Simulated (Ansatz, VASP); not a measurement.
# Sb in VASP and in Ansatz

The input INCAR:

```
  ALGO = Normal
  EDIFF = 1E-6
  ENCUT = 520
  GGA = PS
  ISIF = 2
  ISMEAR = -1
  LASPH = T
  LCHARG = F
  LREAL = F
  LWAVE = F
  NBANDS = 18
  NELM = 100
  PREC = Accurate
  SIGMA = 0.05
```

File KPOINTS:

```
k-points
0
Gamma
  6 6 4
```

POSCAR

```
Sb
1.0
    4.5277000000      0.0000000000      0.0000000000
    0.0000000000      4.4211000000      0.0000000000
   -1.3205190000      0.0000000000      6.3643480000
Sb
4
Direct
    0.3399300000      0.2500000000      0.6836700000
    0.9366380000      0.7500000000      0.7627580000
    0.0633620000      0.2500000000      0.2372420000
    0.6600700000      0.7500000000      0.3163300000
```

input.yaml

```yaml
crystal:
  lattice:
    - [4.5277, 0.0, 0.0]
    - [0.0, 4.4211, 0.0]
    - [-1.320519, 0.0, 6.364348]
  atoms:
    - { symbol: Sb, position: [0.33993, 0.25, 0.68367] }
    - { symbol: Sb, position: [0.936638, 0.75, 0.762758] }
    - { symbol: Sb, position: [0.063362, 0.25, 0.237242] }
    - { symbol: Sb, position: [0.66007, 0.75, 0.31633] }
kpoints:
  mp_grid: { grid: [6, 6, 4] }
scf:
  occupations: { method: fermi_dirac, width: 0.05 }
hamiltonian:
  xc: pbesol
  pseudopotentials: { kind: all_electron, lapw: { basis_error: 0.001 } }
output:
  forces: true
  stress: true
  eigenvalues: true
```

Alike in both runs: task single point; functional PBEsol; k mesh 6 × 6 × 4; occupations fermi-dirac, width 0.05 eV; no spin polarisation.

```csv
,VASP,Ansatz
version,VASP 6.6.1,Ansatz 0.2.0
potentials or method,"VASP PAW PBE potentials, release 64 (Sb)","all-electron LAPW, scalar-relativistic"
plane-wave cutoff (eV),520,see its input
```

```csv
,VASP,Ansatz,Ansatz less VASP
gap on the k mesh at the Fermi level (eV),none,none,-
pressure (GPa),-2.2,-2.3,-0.12
largest component of the traceless stress (GPa),0.52,0.48,-0.038
rms of the force components (eV/Å),0.059,0.075,+0.0155
```

Atom by atom the forces differ by 0.027 eV/Å (rms over components). A gap of «none» marks a metal or a gap that the smearing closes. Ansatz ran all-electron here, so the differences hold the error of VASP's frozen core and of both bases.

Caveats: the PAW data sets were made with another functional, which shifts forces and pressure a little (VASP). Spin-orbit coupling is left out, which matters for the levels of Sb.
